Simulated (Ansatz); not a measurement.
# P: the cost of one run

Computed with Ansatz 0.2.0 (DFT, PBE, plane-wave PAW, default files, scalar-relativistic, as far as a step names no other, unless a step's input says otherwise).

## Step 1: The structure to begin with

The structure is triclinic, space group P-1 (No. 2). Conventional cell: a = 5.503 Å, b = 10.884 Å, c = 11.024 Å, α = 94.68°, β = 99.83°, γ = 100.55°. P (site symmetry 1) has 3 P at 2.16 to 2.18 Å as nearest neighbours. P (site symmetry 1) is surrounded by 3 P at 2.17 Å. P (site symmetry 1) has 3 P at 2.16 to 2.17 Å as nearest neighbours. Only part of the 12 independent sites is listed.

Coordinates:

```cif
data_structure
_symmetry_space_group_name_H-M 'P 1'
_symmetry_Int_Tables_number 1
_cell_length_a 5.5030
_cell_length_b 10.8842
_cell_length_c 11.0238
_cell_angle_alpha 94.682
_cell_angle_beta 99.826
_cell_angle_gamma 100.552
_cell_volume 635.23
loop_
_atom_site_label
_atom_site_type_symbol
_atom_site_fract_x
_atom_site_fract_y
_atom_site_fract_z
_atom_site_occupancy
P1 P 0.07419 0.00247 0.67802 1
P2 P 0.92581 0.99753 0.32198 1
P3 P 0.59157 0.17722 0.52922 1
P4 P 0.40843 0.82278 0.47078 1
P5 P 0.16263 0.05123 0.18938 1
P6 P 0.83737 0.94877 0.81062 1
P7 P 0.77774 0.37360 0.55505 1
P8 P 0.22226 0.62640 0.44495 1
P9 P 0.68802 0.31490 0.02641 1
P10 P 0.31198 0.68510 0.97359 1
P11 P 0.24034 0.01126 0.87186 1
P12 P 0.75966 0.98874 0.12814 1
P13 P 0.51500 0.30808 0.67157 1
P14 P 0.48500 0.69192 0.32843 1
P15 P 0.37833 0.31956 0.47750 1
P16 P 0.62167 0.68044 0.52250 1
P17 P 0.06563 0.37416 0.13526 1
P18 P 0.93437 0.62584 0.86474 1
P19 P 0.01211 0.14518 0.81346 1
P20 P 0.98789 0.85482 0.18654 1
P21 P 0.79376 0.49419 0.14244 1
P22 P 0.20624 0.50581 0.85756 1
P23 P 0.75015 0.31893 0.22608 1
P24 P 0.24985 0.68107 0.77392 1
```

The earlier run gave: gap on the mesh 3.22 eV, largest force 1.231 eV/Å, pressure 3.8 GPa.

Like atoms gathered into sites:

| site | atoms | first shell | V_zz (10²¹ V/m²) | η | C_Q (MHz) |
| --- | --- | --- | --- | --- | --- |
| P1 | 1, 2 | 3 P at 2.16–2.18 Å | 0.33 | 0.31 | – |
| P3 | 3, 4 | 3 P at 2.16–2.18 Å | 0.50 | 0.53 | – |
| P5 | 5, 6 | 3 P at 2.17 Å | -0.24 | 0.82 | – |
| P7 | 7, 8 | 3 P at 2.16–2.17 Å | -0.29 | 0.27 | – |
| P9 | 9, 10 | 3 P at 2.16–2.17 Å | 0.17 | 0.72 | – |
| P11 | 11, 12 | 3 P at 2.16–2.17 Å | -0.22 | 1.00 | – |
| P13 | 13, 14 | 3 P at 2.16–2.18 Å | -0.60 | 0.77 | – |
| P15 | 15, 16 | 3 P at 2.16–2.17 Å | 0.25 | 0.91 | – |
| P17 | 17, 18 | 3 P at 2.16–2.17 Å | 0.17 | 0.97 | – |
| P19 | 19, 20 | 3 P at 2.16–2.18 Å | 0.47 | 0.82 | – |
| P21 | 21, 22 | 3 P at 2.17–2.18 Å | 0.39 | 0.23 | – |
| P23 | 23, 24 | 3 P at 2.16–2.18 Å | 0.38 | 0.02 | – |

Conventions: |V_zz| ≥ |V_yy| ≥ |V_xx|, η = (V_xx − V_yy)/V_zz, C_Q = eQV_zz/h. Q values from Pyykkö, Mol. Phys. 116, 1328 (2018). A dash under C_Q marks elements without a common quadrupolar isotope.

## Step 2: Z stretched by +2 %, ions relaxed

input.yaml reads:

```yaml
crystal:
  lattice:
    - [5.503, 0.0, 0.0]
    - [-1.9932656975, 10.7000881363, 0.0]
    - [-1.8812344655, -1.265791174, 11.0038613149]
  atoms:
    - { symbol: P, position: [0.0774761259, -0.009073768, 0.6756906104] }
    - { symbol: P, position: [0.9225238741, 1.009073768, 0.3243093896] }
    - { symbol: P, position: [0.5856285322, 0.1790053798, 0.5408925356] }
    - { symbol: P, position: [0.4143714678, 0.8209946202, 0.4591074644] }
    - { symbol: P, position: [0.1715021722, 0.0509599551, 0.1894743556] }
    - { symbol: P, position: [0.8284978278, 0.9490400449, 0.8105256444] }
    - { symbol: P, position: [0.7783468051, 0.3781121725, 0.5598945919] }
    - { symbol: P, position: [0.2216531949, 0.6218878275, 0.4401054081] }
    - { symbol: P, position: [0.6904627814, 0.3030615231, 0.024344137] }
    - { symbol: P, position: [0.3095372186, 0.6969384769, 0.975655863] }
    - { symbol: P, position: [0.2386502186, 0.0141060565, 0.8756496802] }
    - { symbol: P, position: [0.7613497814, 0.9858939435, 0.1243503198] }
    - { symbol: P, position: [0.5021260568, 0.3179437826, 0.6777530195] }
    - { symbol: P, position: [0.4978739432, 0.6820562174, 0.3222469805] }
    - { symbol: P, position: [0.3732573893, 0.3228578536, 0.4778758668] }
    - { symbol: P, position: [0.6267426107, 0.6771421464, 0.5221241332] }
    - { symbol: P, position: [0.0785203562, 0.3666805819, 0.1300725718] }
    - { symbol: P, position: [0.9214796438, 0.6333194181, 0.8699274282] }
    - { symbol: P, position: [0.007815745, 0.1456955893, 0.7997368851] }
    - { symbol: P, position: [0.992184255, 0.8543044107, 0.2002631149] }
    - { symbol: P, position: [0.8028238829, 0.4899902891, 0.1347130873] }
    - { symbol: P, position: [0.1971761171, 0.5100097109, 0.8652869127] }
    - { symbol: P, position: [0.7633602687, 0.3178331151, 0.2288179901] }
    - { symbol: P, position: [0.2366397313, 0.6821668849, 0.7711820099] }
kpoints:
  mp_grid: { grid: [6, 3, 3] }
scf:
  occupations: { method: fermi_dirac, width: 0.02 }
hamiltonian:
  xc: pbe
  pseudopotentials: { kind: paw }
output:
  forces: true
  stress: true
  populations: true
  efg: { contact_densities: true }
relax:
  f_tol: 0.02
  max_steps: 60
```

Command:

```
$ ansatz run input.yaml --threads 4 --pin off --max-ram 8192MiB --backend cpu --events-out ev --progress --plain --runs-dir out
```

**Question.** How long does this run take on 4 threads of Intel Xeon 6975P-C (Granite Rapids), shared host, and how much memory does it need?

About 62 s, with a peak of 2.3 GiB.
